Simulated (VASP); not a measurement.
# ScAlN2 (I4_1/amd) in VASP: density of states with PBE+D4

Aim: the density of states of ScAlN2 with PBE+D4.

All numbers are computed with VASP 6.6.1; they aren't measurements. Logs are shortened: lines on timing, memory, paths and dates and some standing lists are left out, and cuts for length are marked.

### 1 Starting point

Symmetry: I4_1/amd, No. 141, tetragonal system. Conventional cell: a = 4.399 Å, b = 4.399 Å, c = 8.397 Å, α = 90.00°, β = 90.00°, γ = 90.00°. Sc (site symmetry -4m2) has 6 N at 2.20 Å as nearest neighbours. Al (site symmetry -4m2) is surrounded by 6 N at 1.99 to 2.20 Å. N (site symmetry 2mm) is surrounded by 3 Al at 1.99 to 2.20 Å and 3 Sc at 2.20 Å.

The cell comes from a database or a generator and needn't be the stable form of this composition.

### 2 Density of states, PBE+D4

POSCAR

```
ScAlN2
1.0
   -2.1994840000      2.1994840000      4.1986215000
    2.1994840000     -2.1994840000      4.1986215000
    2.1994840000      2.1994840000     -4.1986215000
Sc Al N
2 2 4
Direct
    0.7500000000      0.2500000000      0.5000000000
    0.0000000000      0.0000000000      0.0000000000
    0.2500000000      0.7500000000      0.5000000000
    0.5000000000      0.5000000000      0.0000000000
    0.4875140000      0.9875140000      0.5000000000
    0.2624860000      0.2624860000      0.0000000000
    0.0124860000      0.5124860000      0.5000000000
    0.7375140000      0.7375140000      0.0000000000
```

INCAR.step1

```
PREC = Accurate ; ENCUT = 520
EDIFF = 1E-7 ; ISMEAR = 0
SIGMA = 0.01 ; LREAL = F
LASPH = T ; NELM = 100
ALGO = Normal ; ISIF = 2
LWAVE = F ; LCHARG = T
LMAXMIX = 4 ; GGA = PE
IVDW = 13 ; NBANDS = 34
```

KPOINTS.step1

```
Automatic mesh
0
Gamma
  4 4 4
  0.5 0.5 0.5
```

INCAR.step2

```
PREC = Accurate ; ENCUT = 520
EDIFF = 1E-7 ; ISMEAR = -5
SIGMA = 0.01 ; LREAL = F
LASPH = T ; NELM = 100
ALGO = Normal ; ISIF = 2
LWAVE = F ; LCHARG = F
LMAXMIX = 4 ; GGA = PE
IVDW = 13 ; LORBIT = 11
NBANDS = 34 ; NEDOS = 2001
ICHARG = 11
```

KPOINTS.step2

```
Automatic mesh
0
Gamma
  6 6 6
```

Potentials or basis: VASP PAW PBE potentials, release 64 (Sc_sv, Al, N).

Started as:

```bash
cat potpaw_PBE.64/Sc_sv/POTCAR potpaw_PBE.64/Al/POTCAR potpaw_PBE.64/N/POTCAR > POTCAR
cp INCAR.step1 INCAR
cp KPOINTS.step1 KPOINTS
mpirun -np 1 vasp_std > vasp.out
cp INCAR.step2 INCAR
cp KPOINTS.step2 KPOINTS
mpirun -np 1 vasp_std > vasp.out
```

OUTCAR:

```text
PREC = Accurate
   ENCUT = 520
   EDIFF = 1E-7
   ISMEAR = -5
   LREAL = F
   LASPH = T
   NELM = 100
   ISIF = 2
   GGA = PE
   IVDW = 13
   LORBIT = 11
   ICHARG = 11

 ion  position               nearest neighbor table
   1  0.750  0.250  0.500-   6 2.20   8 2.20   6 2.20   8 2.20   7 2.20   5 2.20   2 3.04   2 3.04
                             2 3.04   4 3.04   4 3.04   4 3.04   4 3.04   2 3.04   3 3.11   3 3.11
   2  0.000  0.000  0.000-   7 2.20   5 2.20   7 2.20   5 2.20   6 2.20   8 2.20   1 3.04   1 3.04
                             1 3.04   3 3.04   3 3.04   1 3.04   3 3.04   3 3.04   4 3.11   4 3.11
   3  0.250  0.750  0.500-   5 1.99   7 1.99   6 2.20   8 2.20   6 2.20   8 2.20   2 3.04   2 3.04
                             2 3.04   4 3.04   4 3.04   2 3.04   4 3.04   4 3.04   1 3.11   1 3.11
   4  0.500  0.500  0.000-   6 1.99   8 1.99   7 2.20   5 2.20   7 2.20   5 2.20   1 3.04   1 3.04
                             1 3.04   3 3.04   3 3.04   3 3.04   3 3.04   1 3.04   2 3.11   2 3.11
   5  0.488  0.988  0.500-   3 1.99   4 2.20   2 2.20   2 2.20   4 2.20   1 2.20
   6  0.262  0.262  0.000-   4 1.99   3 2.20   1 2.20   3 2.20   1 2.20   2 2.20
   7  0.012  0.512  0.500-   3 1.99   2 2.20   4 2.20   2 2.20   4 2.20   1 2.20
   8  0.738  0.738  0.000-   4 1.99   1 2.20   3 2.20   1 2.20   3 2.20   2 2.20

  LATTYP: Found a body centered tetragonal cell.
 ALAT       =     4.3989680000
 C/A-ratio  =     1.9089120448

  Lattice vectors:

 A1 = (  -2.1994840000,   2.1994840000,   4.1986215000)
 A2 = (   2.1994840000,  -2.1994840000,   4.1986215000)
 A3 = (   2.1994840000,   2.1994840000,  -4.1986215000)

Analysis of symmetry for initial positions (statically):
=====================================================================
 Subroutine PRICEL returns:
 Original cell was already a primitive cell.

 Routine SETGRP: Setting up the symmetry group for a
 body centered tetragonal supercell.

 Subroutine GETGRP returns: Found 16 space group operations
 (whereof  8 operations were pure point group operations)
 out of a pool of 16 trial point group operations.

The static configuration has the point symmetry D_2d.
 The point group associated with its full space group is D_4h.

Analysis of symmetry for dynamics (positions and initial velocities):
=====================================================================
 Subroutine PRICEL returns:
 Original cell was already a primitive cell.

 Routine SETGRP: Setting up the symmetry group for a
 body centered tetragonal supercell.

 Subroutine GETGRP returns: Found 16 space group operations
 (whereof  8 operations were pure point group operations)
 out of a pool of 16 trial point group operations.

The dynamic configuration has the point symmetry D_2d.
 The point group associated with its full space group is D_4h.

 Subroutine INISYM returns: Found 16 space group operations
 (whereof  8 operations are pure point group operations),
 and found     1 'primitive' translations

----------------------------------------------------------------------------------------

                                     Primitive cell

  volume of cell :      81.2472

  direct lattice vectors                    reciprocal lattice vectors
    -2.199484000  2.199484000  4.198621500     0.000000000  0.227326046  0.119086705
     2.199484000 -2.199484000  4.198621500     0.227326046  0.000000000  0.119086705
     2.199484000  2.199484000 -4.198621500     0.227326046  0.227326046  0.000000000

  length of vectors
     5.225311688  5.225311688  5.225311688     0.256629644  0.256629644  0.321487577

  position of ions in fractional coordinates (direct lattice)
     0.750000000  0.250000000  0.500000000
     0.000000000  0.000000000  0.000000000
     0.250000000  0.750000000  0.500000000
     0.500000000  0.500000000  0.000000000
     0.487514000  0.987514000  0.500000000
     0.262486000  0.262486000  0.000000000
     0.012486000  0.512486000  0.500000000
     0.737514000  0.737514000  0.000000000

  ion indices of the primitive-cell ions
   primitive index   ion index
                 1           1
                 2           2
                 3           3
                 4           4
                 5           5
                 6           6
                 7           7
                 8           8

----------------------------------------------------------------------------------------

 KPOINTS: Automatic mesh

Automatic generation of k-mesh.
 Grid dimensions read from file:
 generate k-points for:    6    6    6

 Generating k-lattice:

  Cartesian coordinates                     Fractional coordinates (reciprocal lattice)
     0.000000000  0.037887674  0.019847784     0.166666667  0.000000000  0.000000000
     0.037887674  0.000000000  0.019847784     0.000000000  0.166666667  0.000000000
     0.037887674  0.037887674  0.000000000     0.000000000  0.000000000  0.166666667

  Length of vectors
     0.042771607  0.042771607  0.053581263

  Shift w.r.t. Gamma in fractional coordinates (k-lattice)
     0.000000000  0.000000000  0.000000000

 TETIRR: Found    277 inequivalent tetrahedra from     1296

 Subroutine IBZKPT returns following result:
 ===========================================

 Found     30 irreducible k-points:

 Following reciprocal coordinates:
            Coordinates               Weight
  0.000000  0.000000  0.000000      1.000000
  0.166667  0.000000 -0.000000      8.000000
  0.333333  0.000000  0.000000      8.000000
  0.500000 -0.000000  0.000000      4.000000
  0.166667  0.166667  0.000000      8.000000
  0.333333  0.166667 -0.000000     16.000000
[... 16 lines left out ...]
 -0.333333 -0.333333  0.166667      8.000000
 -0.166667 -0.333333  0.166667      8.000000
 [... further k-points ...]
   k-points           NKPTS =     30   k-points in BZ     NKDIM =     30   number of bands    NBANDS=     34
   number of dos      NEDOS =   2001   number of ions     NIONS =      8
   total plane-waves  NPLWV =  64000
   dimension x,y,z NGX =    40 NGY =   40 NGZ =   40
   dimension x,y,z NGXF=    80 NGYF=   80 NGZF=   80
   ions per type =               2   2   4
   NGX,Y,Z   is equivalent  to a cutoff of  12.73, 12.73, 12.73 a.u.
   NGXF,Y,Z  is equivalent  to a cutoff of  25.45, 25.45, 25.45 a.u.
 SYSTEM =  unknown system
   PREC   = accura    normal or accurate (medium, high low for compatibility)
   ISTART =      0    job   : 0-new  1-cont  2-samecut
   ICHARG =     11    charge: 1-file 2-atom 10-const
   ISPIN  =      1    spin polarized calculation?
   LNONCOLLINEAR =      F non collinear calculations
   LSORBIT =      F    spin-orbit coupling
   LASPH  =      T    aspherical Exc in radial PAW
   ENCUT  =  520.0 eV  38.22 Ry    6.18 a.u.   9.72  9.72  9.72*2*pi/ulx,y,z
   NELM   =    100;   NELMIN=  2; NELMDL=  0     # of ELM steps
   EDIFF  = 0.1E-06   stopping-criterion for ELM
   LREAL  =      F    real-space projection
[... 7 lines left out ...]
   TEBEG  =    0.0;   TEEND  =   0.0 temperature during run
   PSTRESS=    0.0 pullay stress
   NELECT =      48.0000    total number of electrons
   NUPDOWN=      -1.0000    fix difference up-down
   EMIN   =  10.00;   EMAX   =-10.00  energy-range for DOS
   EFERMI =   0.00;   METHOD = LEGACY
   ISMEAR =    -5;   SIGMA  =   0.01  broadening in eV -4-tet -1-fermi 0-gaus
   EFERMI_NEDOS =   21; number of points for ismear=-14 and -15
   IALGO  =     38    algorithm
   IMIX   =      4    mixing-type and parameters
     AMIX     =   0.40;   BMIX     =  1.00
     AMIX_MAG =   1.60;   BMIX_MAG =  1.00
  volume/ion in A,a.u.               =      10.16        68.54
  Fermi-wavevector in a.u.,A,eV,Ry     =   1.373681  2.595880 25.674176  1.886999
  Thomas-Fermi vector in A             =   2.499176
   LORBIT       =     11    0 simple, 1 ext, 2 COOP (PROOUT), +10 PAW based schemes
   GGA     = PE    functional components
   LHFCALC =     F    Hartree Fock is set to
   AEXX    =    0.0000 exact exchange contribution
   IVDW    =    13    specifies the selected vdW correction
   LEPSILON=     F    determine dielectric tensor
   LRPA    =     F    only Hartree local field effects (RPA)
 non-spin polarized calculation
 Fermi weights with tetrahedron method with Bloechl corrections
  energy-cutoff  :      520.00
  volume of cell :       81.25
 maximum number of plane-waves:      2224

 number of electron      48.0000001 magnetization

 Free energy of the ion-electron system (eV)
  ---------------------------------------------------
  ext. energy  EPLUGINS =         0.00000000
  ---------------------------------------------------
  free energy    TOTEN  =       -64.85097985 eV

  energy without entropy =      -64.85097985  energy(sigma->0) =      -64.85097985

 E-fermi :   7.2765     XC(G=0): -11.9277

 val. band max:        7.2636099339   @ k =   0.0000   0.0000   0.0000
 cond. band min:       8.2157245281   @ k =   0.5000   0.5000   0.5000
 fundamental gap:      0.9521145942
 Fermi energy:         7.2764559713

 k-point     1 :       0.0000    0.0000    0.0000
  band No.  band energies     occupation
      1     -40.9265      2.00000
      2     -40.8203      2.00000
      3     -19.8286      2.00000
      4     -19.6761      2.00000
      5     -19.6761      2.00000
      6     -19.5188      2.00000
[... 26 lines left out ...]
     33      12.0686      0.00000
     34      12.4312      0.00000

 k-point     2 :       0.1667    0.0000   -0.0000
  band No.  band energies     occupation
      1     -40.9211      2.00000
      2     -40.8254      2.00000
      3     -19.8310      2.00000
      4     -19.7055      2.00000
      5     -19.6834      2.00000
      6     -19.5202      2.00000
[... 26 lines left out ...]
     33      12.3432      0.00000
     34      13.1083      0.00000

 k-point     3 :       0.3333    0.0000    0.0000
  band No.  band energies     occupation
      1     -40.9080      2.00000
      2     -40.8379      2.00000
      3     -19.8380      2.00000
      4     -19.7597      2.00000
      5     -19.6961      2.00000
      6     -19.5139      2.00000
[... 26 lines left out ...]
     33      13.1200      0.00000
     34      13.5107      0.00000
[... 704 lines left out ...]
 k-point    23 :      -0.3333   -0.3333    0.1667
  band No.  band energies     occupation
      1     -40.8961      2.00000
      2     -40.8502      2.00000
      3     -19.7913      2.00000
      4     -19.7721      2.00000
      5     -19.6913      2.00000
      6     -19.5509      2.00000
[... 26 lines left out ...]
     33      13.1898      0.00000
     34      13.5337      0.00000

 k-point    24 :      -0.1667   -0.3333    0.1667
  band No.  band energies     occupation
      1     -40.9084      2.00000
      2     -40.8382      2.00000
      3     -19.7952      2.00000
      4     -19.7305      2.00000
      5     -19.7064      2.00000
      6     -19.5141      2.00000
[... 26 lines left out ...]
     33      12.8827      0.00000
     34      13.0068      0.00000

 [... further k-points ...]

------------------------ aborting loop because EDIFF is reached ----------------------------------------

  DFT-D4 for vdW energy calculation

  Edisp (eV):   -2.79199

  FORCE on cell =-STRESS in cart. coord.  units (eV):
  Direction    XX          YY          ZZ          XY          YZ          ZX
  --------------------------------------------------------------------------------------
  -------------------------------------------------------------------------------------
  Total      -2.85491    -2.85491    -2.94000     0.00000     0.00000     0.00000
  in kB     -56.29813   -56.29813   -57.97616     0.00000     0.00000     0.00000
  external pressure =      -56.86 kB  Pullay stress =        0.00 kB

 VOLUME and BASIS-vectors are now :
 -----------------------------------------------------------------------------
  energy-cutoff  :      520.00
  volume of cell :       81.25
      direct lattice vectors                 reciprocal lattice vectors
    -2.199484000  2.199484000  4.198621500     0.000000000  0.227326046  0.119086705
     2.199484000 -2.199484000  4.198621500     0.227326046  0.000000000  0.119086705
     2.199484000  2.199484000 -4.198621500     0.227326046  0.227326046  0.000000000

 POSITION                                       TOTAL-FORCE (eV/Angst)
 -----------------------------------------------------------------------------------
      0.00000      2.19948      2.09931         0.000000      0.000000      0.000000
      0.00000      0.00000      0.00000         0.000000      0.000000      0.000000
      2.19948      0.00000      2.09931         0.000000      0.000000      0.000000
      0.00000      0.00000      4.19862         0.000000      0.000000      0.000000
      2.19948      0.00000      4.09377         0.000000     -0.000000      0.035838
      0.00000      0.00000      2.20416        -0.000000      0.000000     -0.035838
      2.19948      0.00000      0.10485         0.000000     -0.000000     -0.035838
      0.00000      0.00000      6.19308        -0.000000      0.000000      0.035838
 -----------------------------------------------------------------------------------
    total drift:                                0.000000      0.000000     -0.000000

  FREE ENERGIE OF THE ION-ELECTRON SYSTEM (eV)
  ---------------------------------------------------
  free  energy   TOTEN  =       -67.6429742044 eV

  energy  without entropy=      -67.6429742044  energy(sigma->0) =      -67.64297420

 total charge

# of ion       s       p       d       tot
------------------------------------------
    1        2.231   6.296   1.162   9.690
    2        2.231   6.296   1.162   9.690
    3        0.312   0.351   0.000   0.663
    4        0.312   0.351   0.000   0.663
    5        1.235   2.523   0.000   3.758
    6        1.235   2.523   0.000   3.758
    7        1.235   2.523   0.000   3.758
    8        1.235   2.523   0.000   3.758
--------------------------------------------------
tot         10.025  23.386   2.325  35.736
```

Wall time 76 s (1 thread of Intel Xeon 6975P-C (Granite Rapids), shared host); peak memory 0.26 GiB.

Results:

* Valence electrons inside the program's atomic spheres: Sc 9.69; Al 0.66; N 3.76
* Dispersion energy per atom: -0.349 eV

States per cell in windows of 1 eV (zero at the valence-band top; states under -8 eV left out):
```tsv
from (eV)	total	Sc1_d	Sc2_d	N5_p	N6_p	N7_p	N8_p
-8.0	0.00	0.00	0.00	0.00	0.00	0.00	0.00
-7.0	1.45	0.05	0.05	0.10	0.10	0.10	0.10
-6.0	2.43	0.07	0.07	0.18	0.18	0.18	0.18
-5.0	3.34	0.10	0.10	0.29	0.29	0.29	0.29
-4.0	3.27	0.16	0.16	0.31	0.31	0.31	0.31
-3.0	5.82	0.41	0.41	0.64	0.64	0.64	0.64
-2.0	6.52	0.26	0.26	0.83	0.83	0.83	0.83
-1.0	1.18	0.03	0.03	0.17	0.17	0.17	0.17
0.0	0.00	0.00	0.00	0.00	0.00	0.00	0.00
1.0	0.60	0.19	0.19	0.01	0.01	0.01	0.01
2.0	2.21	0.72	0.72	0.04	0.04	0.04	0.04
3.0	3.12	1.07	1.07	0.06	0.06	0.06	0.06
4.0	6.19	2.24	2.24	0.09	0.09	0.09	0.09
5.0	4.00	1.21	1.21	0.09	0.09	0.09	0.09
6.0	3.51	0.84	0.84	0.09	0.09	0.09	0.09
7.0	0.40	0.08	0.08	0.01	0.01	0.01	0.01
```
